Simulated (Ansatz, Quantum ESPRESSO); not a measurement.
# Tuning the work function of W(100), part 4 of 11

Which overlayers raise and which lower the work function of W(100), and does electronegativity predict it?

Quantum ESPRESSO 7.5; plane-wave DFT, PBE, GBRV ultrasoft pseudopotentials; geometry by Ansatz 0.2.0 with PAW datasets.

So far. Step 4 (Projected density of states, clean face): The atomic orbitals miss 0.1 % of the occupied states; for empty states the projections can miss much more. Step 5 (Relaxation with Ansatz, O overlayer): The relaxation lowers the energy by 3 meV an atom. Held were the atoms numbered 1, 2 and 3; the forces quoted are those on the free ones.

## Step 6: Ground state, O overlayer

Level of this step: plane-wave DFT, PBE, GBRV ultrasoft pseudopotentials (Quantum ESPRESSO 7.5).

Input file O.esm.in:

```
&control
  prefix = 'O.esm'
  outdir = './out'
  pseudo_dir = './pseudo'
  calculation = 'scf'
  tprnfor = .true.
/
&system
  ibrav = 0
  nat = 6
  ntyp = 2
  ecutwfc = 40
  ecutrho = 200
  occupations = 'smearing'
  smearing = 'mv'
  degauss = 0.02
  assume_isolated = 'esm'
  esm_bc = 'bc1'
/
&electrons
  conv_thr = 1e-07
  mixing_beta = 0.4
  electron_maxstep = 120
  mixing_mode = 'local-TF'
/
ATOMIC_SPECIES
  W   183.8400  w_pbe_v1.2.uspp.F.UPF
  O   15.9990  o_pbe_v1.2.uspp.F.UPF
CELL_PARAMETERS angstrom
  3.16000000000000 0.00000000000000 0.00000000000000
  0.00000000000000 3.16000000000000 0.00000000000000
  0.00000000000000 0.00000000000000 25.32000000000000
ATOMIC_POSITIONS crystal
  W   0.000000000000 0.000000000000 -0.138649394096
  W   0.500000000000 0.500000000000 -0.076248130296
  W   0.000000000000 0.000000000000 -0.013846866396
  W   0.500000000000 0.500000000000 0.049344867767
  W   -0.000000000000 0.000000000000 0.109410991853
  O   0.500000000000 0.500000000000 0.138649394096
K_POINTS automatic
  8 8 1 0 0 0
```

Launch:

```bash
$ OMP_NUM_THREADS=1 mpirun -n 4 pw.x -nk 4 -in O.esm.in > O.esm.out
```

Output:

```text
[banner, memory and clock lines left out]
Program PWSCF v.7.5 starts

          URL

     Message from routine setup:
     using ibrav=0 with symmetry is DISCOURAGED, use correct ibrav instead

     G-vector sticks info

     bravais-lattice index     =            0
     lattice parameter (alat)  =       5.9715  a.u.
     unit-cell volume          =    1706.2178 (a.u.)^3
     number of atoms/cell      =            6
     number of atomic types    =            2
     number of electrons       =        76.00
     number of Kohn-Sham states=           46
     kinetic-energy cutoff     =      40.0000  Ry
     charge density cutoff     =     200.0000  Ry
     scf convergence threshold =      1.0E-07
     mixing beta               =       0.4000
     number of iterations used =            8  local-TF  mixing
     Exchange-correlation= SLA  PW   PBE  PBE
                           (   1   4   3   4   0   0   0)

     Effective Screening Medium Method
     Boundary Conditions: Vacuum-Slab-Vacuum
     total charge in unit cell        =   0.0000
     grid points for fit at edges     =        4

     celldm(1)=   5.971535  celldm(2)=   0.000000  celldm(3)=   0.000000
     celldm(4)=   0.000000  celldm(5)=   0.000000  celldm(6)=   0.000000

     crystal axes: (cart. coord. in units of alat)
               a(1) = (   1.000000   0.000000   0.000000 )
               a(2) = (   0.000000   1.000000   0.000000 )
               a(3) = (   0.000000   0.000000   8.012658 )

     reciprocal axes: (cart. coord. in units 2 pi/alat)
               b(1) = (  1.000000  0.000000  0.000000 )
               b(2) = (  0.000000  1.000000  0.000000 )
               b(3) = (  0.000000  0.000000  0.124803 )

     PseudoPot. # 1 for W  read from file:
     ./pseudo/w_pbe_v1.2.uspp.F.UPF
     Pseudo is Ultrasoft + core correction, Zval = 14.0
     Generated by new atomic code, or converted to UPF format
     Using radial grid of  923 points,  8 beta functions with:
                l(1) =   0
                l(2) =   0
                l(3) =   0
                l(4) =   1
                l(5) =   1
                l(6) =   2
                l(7) =   2
                l(8) =   3
     Q(r) pseudized with  6 coefficients,  rinner =    1.350   1.350   1.350
                                                       1.350   1.350   1.350
                                                       1.350

     PseudoPot. # 2 for O  read from file:
     ./pseudo/o_pbe_v1.2.uspp.F.UPF
     Pseudo is Ultrasoft + core correction, Zval =  6.0
     Generated by new atomic code, or converted to UPF format
     Using radial grid of  737 points,  5 beta functions with:
                l(1) =   0
                l(2) =   0
                l(3) =   1
                l(4) =   1
                l(5) =   2
     Q(r) pseudized with  8 coefficients,  rinner =    0.900   0.900   0.900
                                                       0.900   0.900

     atomic species   valence    mass     pseudopotential
     W                14.00   183.84000     W ( 1.00)
     O                 6.00    15.99900     O ( 1.00)

      8 Sym. Ops. (no inversion) found

   Cartesian axes

     site n.     atom                  positions (alat units)
         1        W      tau(   1) = (   0.0000000   0.0000000  -1.1109502  )
         2        W      tau(   2) = (   0.5000000   0.5000000  -0.6109502  )
         3        W      tau(   3) = (   0.0000000   0.0000000  -0.1109502  )
         4        W      tau(   4) = (   0.5000000   0.5000000   0.3953836  )
         5        W      tau(   5) = (   0.0000000   0.0000000   0.8766729  )
         6        O      tau(   6) = (   0.5000000   0.5000000   1.1109502  )

     number of k points=    15  Marzari-Vanderbilt smearing, width (Ry)=  0.0200
                       cart. coord. in units 2pi/alat
        k(    1) = (   0.0000000   0.0000000   0.0000000), wk =   0.0312500
        k(    2) = (   0.0000000   0.1250000   0.0000000), wk =   0.1250000
        k(    3) = (   0.0000000   0.2500000   0.0000000), wk =   0.1250000
        k(    4) = (   0.0000000   0.3750000   0.0000000), wk =   0.1250000
        k(    5) = (   0.0000000  -0.5000000   0.0000000), wk =   0.0625000
        k(    6) = (   0.1250000   0.1250000   0.0000000), wk =   0.1250000
        k(    7) = (   0.1250000   0.2500000   0.0000000), wk =   0.2500000
        k(    8) = (   0.1250000   0.3750000   0.0000000), wk =   0.2500000
        k(    9) = (   0.1250000  -0.5000000   0.0000000), wk =   0.1250000
        k(   10) = (   0.2500000   0.2500000   0.0000000), wk =   0.1250000
        k(   11) = (   0.2500000   0.3750000   0.0000000), wk =   0.2500000
        k(   12) = (   0.2500000  -0.5000000   0.0000000), wk =   0.1250000
        k(   13) = (   0.3750000   0.3750000   0.0000000), wk =   0.1250000
        k(   14) = (   0.3750000  -0.5000000   0.0000000), wk =   0.1250000
        k(   15) = (  -0.5000000  -0.5000000   0.0000000), wk =   0.0312500

     Dense  grid:    81503 G-vectors     FFT dimensions: (  27,  27, 216)

     Smooth grid:    57953 G-vectors     FFT dimensions: (  25,  25, 200)

     Initial potential from superposition of free atoms

     starting charge      75.4983, renormalised to      76.0000

     negative rho (up, down):  3.146E-01 0.000E+00
     Starting wfcs are   69 randomized atomic wfcs

     per-process dynamical memory:    97.4 Mb

     Self-consistent Calculation

     iteration #  1     ecut=    40.00 Ry     beta= 0.40
     Davidson diagonalization with overlap
     ethr =  1.00E-02,  avg # of iterations =  1.9

     negative rho (up, down):  3.158E-01 0.000E+00

     total energy              =    -827.56483568 Ry
     estimated scf accuracy    <       9.80640637 Ry

     iteration #  2     ecut=    40.00 Ry     beta= 0.40
     Davidson diagonalization with overlap
     ethr =  1.00E-02,  avg # of iterations =  1.0

     negative rho (up, down):  3.225E-01 0.000E+00

     total energy              =    -827.32486922 Ry
     estimated scf accuracy    <       3.93719673 Ry

     iteration #  3     ecut=    40.00 Ry     beta= 0.40
     Davidson diagonalization with overlap
     ethr =  5.18E-03,  avg # of iterations =  1.0

     negative rho (up, down):  3.218E-01 0.000E+00

     total energy              =    -827.46066892 Ry
     estimated scf accuracy    <       0.62890921 Ry

     iteration #  4     ecut=    40.00 Ry     beta= 0.40
     Davidson diagonalization with overlap
     ethr =  8.28E-04,  avg # of iterations =  8.4

     negative rho (up, down):  3.238E-01 0.000E+00

     total energy              =    -827.61558350 Ry
[...]
-42.1210 -41.8793 -41.8525 -41.7893 -23.9841 -12.0158 -11.2462 -10.2585
    -9.8769  -9.8469  -9.2261  -8.4105  -8.1352  -7.3285  -6.6058  -6.2851
    -6.2607  -5.6842  -5.2037  -5.1888  -4.9815  -4.8596  -4.1367  -3.6528
    -3.3300  -3.2429  -2.9448  -2.8143  -2.5780  -2.2143

          k = 0.0000 0.3750 0.0000 (  7240 PWs)   bands (ev):

   -79.1956 -78.3249 -78.2486 -77.9934 -77.9402 -43.7072 -43.4491 -43.3561
   -42.9501 -42.8667 -42.5594 -42.4958 -42.4678 -42.3310 -42.2522 -42.2086
   -42.1078 -41.9286 -41.8880 -41.7790 -23.7970 -12.1734 -10.8612 -10.2887
   -10.1329  -9.5876  -9.1062  -8.2041  -7.3687  -7.1593  -6.7225  -6.5742
    -5.9102  -5.7633  -5.4726  -4.8202  -4.7688  -4.4802  -3.8714  -3.6775
    -3.6532  -2.9549  -2.8498  -2.5164  -2.2762  -2.1679

          k = 0.0000-0.5000 0.0000 (  7184 PWs)   bands (ev):

   -79.1934 -78.3176 -78.2522 -77.9803 -77.9524 -43.7470 -43.4695 -43.3411
   -42.9742 -42.9007 -42.5712 -42.4784 -42.4412 -42.3633 -42.2523 -42.2123
   -42.0809 -41.9783 -41.8875 -41.7766 -23.7181 -12.4066 -10.6485 -10.4542
    -9.8556  -9.6709  -8.8095  -8.2543  -7.3666  -6.9470  -6.8666  -6.3846
    -6.0174  -5.9526  -5.4817  -4.8594  -4.8288  -3.9007  -3.5716  -3.5368
    -3.1794  -2.9259  -2.6759  -2.5268  -2.1865  -1.5359

          k = 0.1250 0.1250 0.0000 (  7287 PWs)   bands (ev):

   -79.2038 -78.3481 -78.2392 -78.0200 -77.9161 -43.4798 -43.4795 -43.3718
   -42.8285 -42.7042 -42.7008 -42.4770 -42.4213 -42.3600 -42.2573 -42.1468
   -42.1262 -41.8933 -41.8080 -41.7846 -24.1051 -12.3988 -10.9814 -10.1570
    -9.8449  -9.8215  -9.0735  -8.8530  -8.1744  -8.0741  -6.8963  -6.2452
    -6.0325  -5.9055  -5.1108  -5.0734  -4.8674  -4.3899  -4.2457  -4.1746
    -3.3468  -3.3203  -3.1847  -2.9622  -2.4709  -1.9035

          k = 0.1250 0.2500 0.0000 (  7281 PWs)   bands (ev):

   -79.1990 -78.3362 -78.2427 -78.0078 -77.9259 -43.5935 -43.4607 -43.3790
   -42.8760 -42.7819 -42.6658 -42.5162 -42.4249 -42.3524 -42.2577 -42.1983
   -42.1126 -41.9327 -41.8147 -41.7991 -23.9544 -11.7451 -11.0948 -10.2296
    -9.9933  -9.6298  -8.8463  -8.1986  -8.0246  -7.4882  -6.8479  -6.7769
    -6.3335  -6.1348  -5.8550  -4.9469  -4.7360  -4.4882  -4.0245  -3.8940
    -3.6080  -3.0521  -2.7598  -2.5406  -2.3030  -2.1487

          k = 0.1250 0.3750 0.0000 (  7253 PWs)   bands (ev):

   -79.1941 -78.3227 -78.2479 -77.9908 -77.9404 -43.6955 -43.4733 -43.3639
   -42.9518 -42.8425 -42.6459 -42.5085 -42.4413 -42.3397 -42.3014 -42.2097
   -42.0906 -41.9729 -41.8471 -41.8009 -23.8025 -11.9230 -10.8229 -10.2293
    -9.8464  -9.3990  -8.7980  -7.9389  -7.5832  -7.3347  -6.9567  -6.8632
    -6.3308  -6.1738  -5.5396  -5.0460  -4.7148  -4.2898  -3.9948  -3.5154
    -3.1895  -2.8766  -2.6509  -2.4091  -2.2225  -1.7165

          k = 0.1250-0.5000 0.0000 (  7286 PWs)   bands (ev):

   -79.1921 -78.3163 -78.2509 -77.9791 -77.9511 -43.7358 -43.4872 -43.3510
   -42.9830 -42.8753 -42.6411 -42.4907 -42.4363 -42.3470 -42.3359 -42.1998
   -42.0548 -42.0201 -41.8575 -41.8041 -23.7391 -12.1307 -10.8230 -10.0974
    -9.5916  -9.4301  -8.5957  -8.2024  -7.5859  -7.1166  -7.0620  -6.6360
    -6.4397  -5.9191  -5.8610  -5.0193  -4.3616  -3.9800  -3.9743  -3.3951
    -2.7321  -2.6073  -2.4020  -2.3091  -2.1840  -1.6241

          k = 0.2500 0.2500 0.0000 (  7281 PWs)   bands (ev):

   -79.1948 -78.3272 -78.2441 -77.9975 -77.9321 -43.5761 -43.5709 -43.3606
   -42.8650 -42.8119 -42.7447 -42.5190 -42.4413 -42.4205 -42.2290 -42.1899
   -42.1752 -41.9564 -41.8222 -41.8090 -23.8847 -11.2779 -10.9005 -10.2179
    -9.9660  -9.0098  -8.0996  -7.9515  -7.7731  -7.4934  -7.2557  -7.1607
    -6.7420  -6.7014  -6.2554  -5.6606  -4.1978  -4.1849  -3.8922  -3.7344
    -3.5385  -2.8824  -2.5256  -2.0766  -1.9784  -1.7538

          k = 0.2500 0.3750 0.0000 (  7315 PWs)   bands (ev):

   -79.1906 -78.3174 -78.2463 -77.9841 -77.9414 -43.6756 -43.5698 -43.3360
   -42.9501 -42.7982 -42.7816 -42.5108 -42.4604 -42.4373 -42.2693 -42.2206
   -42.1658 -41.9640 -41.8484 -41.8279 -23.8177 -11.3985 -10.7663 -10.0617
    -9.5160  -8.6945  -8.2086  -8.0277  -7.7113  -7.4679  -7.1175  -6.9735
    -6.8435  -6.4488  -6.3864  -5.7139  -4.3060  -3.7812  -3.7357  -3.3747
    -2.9404  -2.4870  -2.3181  -2.1105  -1.7105  -1.2098

          k = 0.2500-0.5000 0.0000 (  7344 PWs)   bands (ev):

   -79.1889 -78.3130 -78.2476 -77.9760 -77.9478 -43.7158 -43.5741 -43.3214
   -42.9960 -42.8226 -42.7576 -42.5225 -42.4648 -42.4052 -42.3196 -42.2219
   -42.1637 -41.9626 -41.8632 -41.8391 -23.7907 -11.4593 -10.9260  -9.7959
    -9.3329  -8.7013  -8.3716  -8.1307  -7.8476  -7.2716  -7.2486  -6.9204
    -6.7202  -6.3938  -6.1083  -5.3712  -4.3521  -3.7709  -3.3349  -3.0379
    -2.5226  -2.3039  -2.2807  -2.0698  -1.7529  -1.1181

          k = 0.3750 0.3750 0.0000 (  7350 PWs)   bands (ev):

   -79.1871 -78.3119 -78.2449 -77.9766 -77.9433 -43.6735 -43.6672 -43.2913
   -42.9377 -42.9213 -42.7197 -42.5451 -42.5222 -42.4231 -42.2832 -42.2391
   -42.2211 -42.0021 -41.8618 -41.8317 -23.8353 -11.1103 -10.4690 -10.2115
    -9.5134  -8.6253  -8.0690  -7.7846  -7.7716  -7.4478  -7.3405  -7.0848
    -6.7392  -6.2844  -6.1213  -5.8694  -3.4835  -3.4258  -3.2761  -3.2568
    -2.5116  -2.3640  -1.9886  -1.5440  -1.3616  -1.0722

          k = 0.3750-0.5000 0.0000 (  7348 PWs)   bands (ev):

   -79.1856 -78.3096 -78.2444 -77.9730 -77.9445 -43.7109 -43.6732 -43.2683
   -42.9833 -42.9161 -42.6713 -42.6141 -42.5191 -42.3767 -42.3298 -42.2676
   -42.2089 -42.0382 -41.8553 -41.8388 -23.8433 -10.8126 -10.8088 -10.0140
    -9.6264  -8.7411  -8.1422  -7.8906  -7.7253  -7.6578  -7.3191  -6.9025
    -6.5865  -6.4208  -5.5977  -5.4498  -3.4130  -3.2323  -3.1188  -2.4703
    -2.2059  -2.1121  -1.6479  -1.6401  -1.2457  -0.9388

          k =-0.5000-0.5000 0.0000 (  7320 PWs)   bands (ev):

   -79.1842 -78.3082 -78.2430 -77.9717 -77.9432 -43.7141 -43.7141 -43.2419
   -42.9662 -42.9662 -42.6493 -42.5554 -42.5554 -42.4962 -42.2487 -42.2391
   -42.2391 -42.1345 -41.8403 -41.8403 -23.8654 -10.5487 -10.5487 -10.3582
    -9.8311  -8.8853  -8.2025  -7.9187  -7.9187  -7.3842  -7.3842  -6.8394
    -6.5194  -6.5194  -4.9696  -4.9696  -3.5335  -2.9651  -2.0804  -1.9113
    -1.9113  -1.4868  -1.4101  -1.0700  -0.9347  -0.8457

     the Fermi energy is    -3.9918 ev

!    total energy              =    -827.65034928 Ry
     estimated scf accuracy    <       0.00000004 Ry
     smearing contrib. (-TS)   =      -0.00168034 Ry
     internal energy E=F+TS    =    -827.64866894 Ry

     The total energy is F=E-TS. E is the sum of the following terms:
     one-electron contribution =   10630.28539901 Ry
     hartree contribution      =   -5340.39754657 Ry
     xc contribution           =    -213.16164182 Ry
     ewald contribution        =   -5904.37487956 Ry

     convergence has been achieved in  33 iterations

     negative rho (up, down):  3.285E-01 0.000E+00

     Forces acting on atoms (cartesian axes, Ry/au):

     atom    1 type  1   force =     0.00000000    0.00000000    0.04648368
     atom    2 type  1   force =     0.00000000    0.00000000   -0.05471950
     atom    3 type  1   force =     0.00000000    0.00000000    0.00884956
     atom    4 type  1   force =     0.00000000    0.00000000   -0.00226650
     atom    5 type  1   force =     0.00000000    0.00000000   -0.00153943
     atom    6 type  2   force =     0.00000000    0.00000000    0.00258208

     Total force =     0.072439     Total SCF correction =     0.001838

     XML data file, charge density, pseudopotentials, collected wavefunctions

                                        0.00s GPU  (     877 calls)

Note: The following floating-point exceptions are signalling: IEEE_DIVIDE_BY_ZERO IEEE_UNDERFLOW_FLAG IEEE_DENORMAL
Note: The following floating-point exceptions are signalling: IEEE_DIVIDE_BY_ZERO IEEE_UNDERFLOW_FLAG IEEE_DENORMAL
Note: The following floating-point exceptions are signalling: IEEE_DIVIDE_BY_ZERO IEEE_UNDERFLOW_FLAG IEEE_DENORMAL
Note: The following floating-point exceptions are signalling: IEEE_DIVIDE_BY_ZERO IEEE_UNDERFLOW_FLAG IEEE_DENORMAL
```

Wall time 2.2 min (4 MPI ranks of Intel Xeon at 2.70GHz, shared host); peak memory 1 GiB.

Read from the output:

| Property | Result |
| --- | --- |
| free energy | -11260.7567 eV |
| Fermi energy | -3.992 eV |
| vacuum line at the lower end of the cell, over the Fermi level | 4.271 eV |
| vacuum line at the upper end of the cell, over the Fermi level | 3.713 eV |

The potential energy, planar mean oscillates, so the rows of the table below give means over windows of 1.53 Å about each position, cut where the curve ends. Its maxima inside the range that stand out by 2 % of the span (Å: eV): -2.7: -8.02, -1.2: -8.61, 0.5: -8.57, 1.9: -9.68. Its minima: -3.4: -10.1, -1.9: -10.8, -0.3: -11.0, 1.3: -11.1, 3.3: -14.2.

Electrostatic potential energy of an electron; zero at the Fermi level. Table of potential energy, planar mean by z; means over each step:

| z (Å) | potential energy, planar mean (eV) |
| --- | --- |
| -11.89 | 4.27 |
| -10.37 | 4.27 |
| -8.84 | 4.27 |
| -7.31 | 4.25 |
| -5.78 | 3.80 |
| -4.25 | -3.81 |
| -2.72 | -9.21 |
| -1.19 | -9.71 |
| 0.34 | -9.75 |
| 1.87 | -10.7 |
| 3.40 | -9.87 |
| 4.93 | 3.15 |
| 6.46 | 3.71 |
| 7.99 | 3.71 |
| 9.52 | 3.71 |
| 11.05 | 3.71 |

The covered face stands at 3.71 eV against 4.14 eV when clean.

Inside the slab this potential holds the local part of the pseudopotentials, which can be repulsive at the nuclei; only its value in the vacuum has a meaning of its own.

[end of part 4 of 11]

[Logs are printed without paths, hosts, clocks, repeated set-up lines and the standing remarks that a program may print on its own settings, such as how far it seeks lower states.]

[Hosts, paths, dates, database ids (printed as entryN), source tags and the programs' standing remarks are cut or masked in the printed files.]

[Maps of the electrostatic potential energy from Ansatz leave out the sawtooth potential of an applied field or a dipole correction, so their vacuum need not be flat; planar profiles and work functions include it.]
